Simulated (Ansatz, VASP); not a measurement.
## One calculation of KF, two programs

INCAR

```
SYSTEM = KF
PREC     = Accurate       ! precision mode
ENCUT    = 520            ! plane-wave cutoff, eV
EDIFF    = 1E-6           ! SCF threshold, eV
ISMEAR   = 0              ! smearing method
SIGMA    = 0.05           ! smearing width, eV
LREAL    = .FALSE.        ! projectors in reciprocal space
LASPH    = .TRUE.         ! aspherical terms in the spheres
NELM     = 80             ! most SCF steps
ALGO     = Normal         ! electronic algorithm
ISIF     = 2              ! what is computed and relaxed
LWAVE    = .FALSE.        ! write WAVECAR
LCHARG   = .TRUE.         ! write CHGCAR
LELF     = .TRUE.         ! ELF
LVHAR    = .TRUE.       
NBANDS   = 15             ! bands
```

Contents of KPOINTS:

```
Automatic mesh
0
G
  8 8 8
  0 0 0
```

The input POSCAR:

```
KF
1.0
    0.0000000000      2.5817196783      2.6785341662
    2.4009993008      0.0000000000      2.6785341662
    2.4009993008      2.5817196783      0.0000000000
K F
1 1
Direct
    0.0000000000      0.0000000000      0.0000000000
    0.5000000000      0.5000000000      0.5000000000
```

Input for Ansatz:

```yaml
crystal:
  lattice:
    - [0.0, 2.5817196783, 2.6785341662]
    - [2.4009993008, 0.0, 2.6785341662]
    - [2.4009993008, 2.5817196783, 0.0]
  atoms:
    - { symbol: K, position: [0.0, 0.0, 0.0] }
    - { symbol: F, position: [0.5, 0.5, 0.5] }
basis:
  ecutwfc: 520.0
kpoints:
  mp_grid: { grid: [8, 8, 8] }
hamiltonian:
  xc: lda
scf:
  occupations: { method: gaussian, width: 0.05 }
output:
  forces: true
  stress: true
  eigenvalues: true
```

Change from the starting cell: normal strain along x -0.0700, normal strain along z +0.0375.

Alike in both runs: task single point; functional LDA; k mesh 8 × 8 × 8; occupations gaussian, width 0.05 eV; no spin polarisation.

```csv
,VASP,Ansatz
version,VASP 6.6.1,Ansatz 0.2.0
potentials or method,"VASP PAW LDA potentials, release 64 (K_sv, F)","scalar-relativistic, plane waves, PAW"
plane-wave cutoff (eV),520,520
valence electrons in the cell,16,16
```

```csv
,VASP,Ansatz,Ansatz less VASP
gap on the k mesh at the Fermi level (eV),6.22,6.25,+0.022
least direct gap on the mesh (eV),6.25,6.28,+0.023
pressure (GPa),3.4,3.0,-0.36
largest component of the traceless stress (GPa),7.26,6.91,-0.356
```

A k mesh can miss the band edges.
